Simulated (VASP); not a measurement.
# CsI (Pm-3m) in VASP: a series of runs

Aim: see how the results for CsI move with the level of theory and the settings. Levels: PBEsol, r2SCAN, PBE. Tasks: single point, relaxation of cell and atoms.

All numbers are computed with VASP 6.6.1; they aren't measurements. Logs are shortened: lines on timing, memory, paths and dates and some standing lists are left out, and cuts for length are marked.

### 1 Starting point

It takes space group Pm-3m (No. 221, cubic). Conventional cell: a = 4.504 Å, b = 4.504 Å, c = 4.504 Å, α = 90.00°, β = 90.00°, γ = 90.00°. Cs (site symmetry m-3m) has 8 I at 3.90 Å as nearest neighbours. I (site symmetry m-3m) has 8 Cs at 3.90 Å as nearest neighbours.

### 2 Single point, PBEsol

INCAR

```
PREC = Accurate
ENCUT = 520
EDIFF = 1E-6
ISMEAR = -1
SIGMA = 0.05
LREAL = False
LASPH = True
NELM = 100
ALGO = Normal
ISIF = 2
LWAVE = False
LCHARG = True
GGA = PS
LELF = True
LVHAR = True
NBANDS = 15
```

KPOINTS

```
regular mesh
0
Gamma
  6 6 6
```

POSCAR

```
CsI
1.0
    4.5039537817      0.0000000000      0.0000000000
    0.0000000000      4.5039537817      0.0000000000
    0.0000000000      0.0000000000      4.5039537817
Cs I
1 1
Direct
    0.0000000000      0.0000000000      0.0000000000
    0.5000000000      0.5000000000      0.5000000000
```

Potentials or basis: VASP PAW PBE potentials, release 64 (Cs_sv, I).

On the command line:

```sh
cat potpaw_PBE.64/Cs_sv/POTCAR potpaw_PBE.64/I/POTCAR > POTCAR
mpirun -np 1 vasp_std > vasp.out
```

OUTCAR:

```text
PREC = Accurate
   ENCUT = 520
   EDIFF = 1E-6
   ISMEAR = -1
   LREAL = False
   LASPH = True
   NELM = 100
   ISIF = 2
   GGA = PS

 ion  position               nearest neighbor table
   1  0.000  0.000  0.000-
   2  0.500  0.500  0.500-

  LATTYP: Found a simple cubic cell.
 ALAT       =     4.5039537817

  Lattice vectors:

 A1 = (   4.5039537817,   0.0000000000,   0.0000000000)
 A2 = (   0.0000000000,   4.5039537817,   0.0000000000)
 A3 = (   0.0000000000,   0.0000000000,   4.5039537817)

Analysis of symmetry for initial positions (statically):
=====================================================================
 Subroutine PRICEL returns:
 Original cell was already a primitive cell.

 Routine SETGRP: Setting up the symmetry group for a
 simple cubic supercell.

 Subroutine GETGRP returns: Found 48 space group operations
 (whereof 48 operations were pure point group operations)
 out of a pool of 48 trial point group operations.

The static configuration has the point symmetry O_h .

Analysis of symmetry for dynamics (positions and initial velocities):
=====================================================================
 Subroutine PRICEL returns:
 Original cell was already a primitive cell.

 Routine SETGRP: Setting up the symmetry group for a
 simple cubic supercell.

 Subroutine GETGRP returns: Found 48 space group operations
 (whereof 48 operations were pure point group operations)
 out of a pool of 48 trial point group operations.

The dynamic configuration has the point symmetry O_h .

 Subroutine INISYM returns: Found 48 space group operations
 (whereof 48 operations are pure point group operations),
 and found     1 'primitive' translations

----------------------------------------------------------------------------------------

                                     Primitive cell

  volume of cell :      91.3654

  direct lattice vectors                    reciprocal lattice vectors
     4.503953782  0.000000000  0.000000000     0.222027145  0.000000000  0.000000000
     0.000000000  4.503953782  0.000000000     0.000000000  0.222027145  0.000000000
     0.000000000  0.000000000  4.503953782     0.000000000  0.000000000  0.222027145

  length of vectors
     4.503953782  4.503953782  4.503953782     0.222027145  0.222027145  0.222027145

  position of ions in fractional coordinates (direct lattice)
     0.000000000  0.000000000  0.000000000
     0.500000000  0.500000000  0.500000000

  ion indices of the primitive-cell ions
   primitive index   ion index
                 1           1
                 2           2

----------------------------------------------------------------------------------------

 KPOINTS: regular mesh

Automatic generation of k-mesh.
 Grid dimensions read from file:
 generate k-points for:    6    6    6

 Generating k-lattice:

  Cartesian coordinates                     Fractional coordinates (reciprocal lattice)
     0.037004524  0.000000000  0.000000000     0.166666667  0.000000000  0.000000000
     0.000000000  0.037004524  0.000000000     0.000000000  0.166666667  0.000000000
     0.000000000  0.000000000  0.037004524     0.000000000  0.000000000  0.166666667

  Length of vectors
     0.037004524  0.037004524  0.037004524

  Shift w.r.t. Gamma in fractional coordinates (k-lattice)
     0.000000000  0.000000000  0.000000000

 Subroutine IBZKPT returns following result:
 ===========================================

 Found     20 irreducible k-points:

 Following reciprocal coordinates:
            Coordinates               Weight
  0.000000  0.000000  0.000000      1.000000
  0.166667  0.000000  0.000000      6.000000
  0.333333  0.000000  0.000000      6.000000
  0.500000  0.000000  0.000000      3.000000
  0.166667  0.166667  0.000000     12.000000
  0.333333  0.166667  0.000000     24.000000
[... 12 lines left out ...]
  0.500000  0.500000  0.333333      6.000000
  0.500000  0.500000  0.500000      1.000000
   k-points           NKPTS =     20   k-points in BZ     NKDIM =     20   number of bands    NBANDS=     15
   number of dos      NEDOS =    301   number of ions     NIONS =      2
   total plane-waves  NPLWV =  46656
   dimension x,y,z NGX =    36 NGY =   36 NGZ =   36
   dimension x,y,z NGXF=    72 NGYF=   72 NGZF=   72
   ions per type =               1   1
   NGX,Y,Z   is equivalent  to a cutoff of  13.29, 13.29, 13.29 a.u.
   NGXF,Y,Z  is equivalent  to a cutoff of  26.58, 26.58, 26.58 a.u.
 SYSTEM =  unknown system
   PREC   = accura    normal or accurate (medium, high low for compatibility)
   ISTART =      0    job   : 0-new  1-cont  2-samecut
   ICHARG =      2    charge: 1-file 2-atom 10-const
   ISPIN  =      1    spin polarized calculation?
   LNONCOLLINEAR =      F non collinear calculations
   LSORBIT =      F    spin-orbit coupling
   LASPH  =      T    aspherical Exc in radial PAW
   ENCUT  =  520.0 eV  38.22 Ry    6.18 a.u.   8.37  8.37  8.37*2*pi/ulx,y,z
   NELM   =    100;   NELMIN=  2; NELMDL= -5     # of ELM steps
   EDIFF  = 0.1E-05   stopping-criterion for ELM
   LREAL  =      F    real-space projection
   EDIFFG = 0.1E-04   stopping-criterion for IOM
   NSW    =      0    number of steps for IOM
   IBRION =     -1    ionic relax: 0-MD 1-quasi-New 2-CG
   NFREE  =      0    steps in history (QN), initial steepest desc. (CG)
   ISIF   =      2    stress and relaxation
   ISYM   =      2    0-nonsym 1-usesym 2-fastsym
   POTIM  = 0.5000    time-step for ionic-motion
   TEBEG  =    0.0;   TEEND  =   0.0 temperature during run
   PSTRESS=    0.0 pullay stress
   NELECT =      16.0000    total number of electrons
   NUPDOWN=      -1.0000    fix difference up-down
   EMIN   =  10.00;   EMAX   =-10.00  energy-range for DOS
   EFERMI =   0.00;   METHOD = LEGACY
   ISMEAR =    -1;   SIGMA  =   0.05  broadening in eV -4-tet -1-fermi 0-gaus
   EFERMI_NEDOS =   21; number of points for ismear=-14 and -15
   IALGO  =     38    algorithm
   IMIX   =      4    mixing-type and parameters
     AMIX     =   0.40;   BMIX     =  1.00
     AMIX_MAG =   1.60;   BMIX_MAG =  1.00
  volume/ion in A,a.u.               =      45.68       308.28
  Fermi-wavevector in a.u.,A,eV,Ry     =   0.915913  1.730825 11.413882  0.838897
  Thomas-Fermi vector in A             =   2.040709
   LORBIT       =      0    0 simple, 1 ext, 2 COOP (PROOUT), +10 PAW based schemes
   GGA     = PS    functional components
   LHFCALC =     F    Hartree Fock is set to
   AEXX    =    0.0000 exact exchange contribution
   IVDW    =     0    specifies the selected vdW correction
   LEPSILON=     F    determine dielectric tensor
   LRPA    =     F    only Hartree local field effects (RPA)
 non-spin polarized calculation
  energy-cutoff  :      520.00
  volume of cell :       91.37
 maximum number of plane-waves:      2517
 NGX is ok and might be reduce to    36
   NGX = 17   NGY = 17   NGZ = 17

 number of electron      15.9999999 magnetization

 Free energy of the ion-electron system (eV)
  ---------------------------------------------------
  ext. energy  EPLUGINS =         0.00000000
  ---------------------------------------------------
  free energy    TOTEN  =        -5.77448943 eV

  energy without entropy =       -5.77448943  energy(sigma->0) =       -5.77448943

 E-fermi :   1.9987     XC(G=0):  -8.1349

 val. band max:        0.9503074037   @ k =   0.5000   0.5000   0.0000
 cond. band min:       4.7886395540   @ k =   0.0000   0.0000   0.0000
 fundamental gap:      3.8383321503
 Fermi energy:         1.9987135604

 k-point     1 :       0.0000    0.0000    0.0000
  band No.  band energies     occupation
      1     -19.3623      2.00000
      2      -9.8109      2.00000
      3      -6.0396      2.00000
      4      -6.0396      2.00000
      5      -6.0396      2.00000
      6       0.8677      2.00000
      7       0.8677      2.00000
      8       0.8677      2.00000
      9       4.7886      0.00000
     10       4.9575      0.00000
     11       4.9575      0.00000
     12       8.7802      0.00000
     13       8.7802      0.00000
     14       8.7802      0.00000
     15      11.2370      0.00000

 k-point     2 :       0.1667    0.0000    0.0000
  band No.  band energies     occupation
      1     -19.3547      2.00000
      2      -9.8152      2.00000
      3      -6.0842      2.00000
      4      -6.0204      2.00000
      5      -6.0204      2.00000
      6       0.3412      2.00000
      7       0.8212      2.00000
      8       0.8212      2.00000
      9       5.1314      0.00000
     10       5.3612      0.00000
     11       5.6624      0.00000
     12       8.6889      0.00000
     13       8.6889      0.00000
     14       8.9128      0.00000
     15       9.9460      0.00000

 k-point     3 :       0.3333    0.0000    0.0000
  band No.  band energies     occupation
      1     -19.3394      2.00000
      2      -9.8270      2.00000
      3      -6.1570      2.00000
      4      -5.9814      2.00000
      5      -5.9814      2.00000
      6      -0.4364      2.00000
      7       0.7251      2.00000
      8       0.7251      2.00000
      9       5.6135      0.00000
     10       6.5799      0.00000
     11       7.0726      0.00000
     12       8.4148      0.00000
     13       8.7280      0.00000
     14       8.7280      0.00000
     15       9.2460      0.00000
[... 271 lines left out ...]
 k-point    19 :       0.5000    0.5000    0.3333
  band No.  band energies     occupation
      1     -19.2855      2.00000
      2      -9.5319      2.00000
      3      -6.3651      2.00000
      4      -6.3651      2.00000
      5      -6.2307      2.00000
      6      -0.3637      2.00000
      7      -0.3637      2.00000
      8      -0.2068      2.00000
      9       7.0176      0.00000
     10       7.6399      0.00000
     11       7.6399      0.00000
     12       8.1436      0.00000
     13       9.6476      0.00000
     14       9.6476      0.00000
     15      11.0032      0.00000

 k-point    20 :       0.5000    0.5000    0.5000
  band No.  band energies     occupation
      1     -19.2792      2.00000
      2      -9.5006      2.00000
      3      -6.3286      2.00000
      4      -6.3286      2.00000
      5      -6.3286      2.00000
      6      -0.4953      2.00000
      7      -0.4953      2.00000
      8      -0.4953      2.00000
      9       8.1412      0.00000
     10       8.1412      0.00000
     11       8.1412      0.00000
     12       8.9608      0.00000
     13       8.9608      0.00000
     14       8.9608      0.00000
     15      11.0077      0.00000

------------------------ aborting loop because EDIFF is reached ----------------------------------------

  FORCE on cell =-STRESS in cart. coord.  units (eV):
  Direction    XX          YY          ZZ          XY          YZ          ZX
  --------------------------------------------------------------------------------------
  -------------------------------------------------------------------------------------
  Total        0.0460051      0.0460051      0.0460051     -0.0000000      0.0000000      0.0000000
  in kB        0.8067420      0.8067420      0.8067420     -0.0000000      0.0000000      0.0000000
  external PRESSURE =       0.8067420 kB  Pullay stress =       0.0000000 kB

 VOLUME and BASIS-vectors are now :
 -----------------------------------------------------------------------------
  energy-cutoff  :      520.00
  volume of cell :       91.37
      direct lattice vectors                 reciprocal lattice vectors
     4.503953782  0.000000000  0.000000000     0.222027145  0.000000000  0.000000000
     0.000000000  4.503953782  0.000000000     0.000000000  0.222027145  0.000000000
     0.000000000  0.000000000  4.503953782     0.000000000  0.000000000  0.222027145

 POSITION                                       TOTAL-FORCE (eV/Angst)
 -----------------------------------------------------------------------------------
      0.00000      0.00000      0.00000         0.000000      0.000000      0.000000
      2.25198      2.25198      2.25198         0.000000      0.000000      0.000000
 -----------------------------------------------------------------------------------
    total drift:                                0.000000      0.000000      0.000000

  FREE ENERGIE OF THE ION-ELECTRON SYSTEM (eV)
  ---------------------------------------------------
  free  energy   TOTEN  =        -5.7744894347 eV

  energy  without entropy=       -5.7744894347  energy(sigma->0) =       -5.77448943
```

It took 32 s on 1 thread of Intel Xeon Platinum 8259CL at 2.50GHz (Skylake/Cascade Lake), shared host; peak memory 0.21 GiB.

Results:

* Free energy: -5.7745 eV
* Pressure: 0.1 GPa
* Band gap on the k mesh: 3.84 eV, indirect (least direct gap 3.92 eV)

Caveat: the PAW data sets were made with another functional, which shifts forces and pressure a little; spin-orbit coupling is left out, which moves the levels of the heavy elements.

(Part 1 of 3 ends here.)
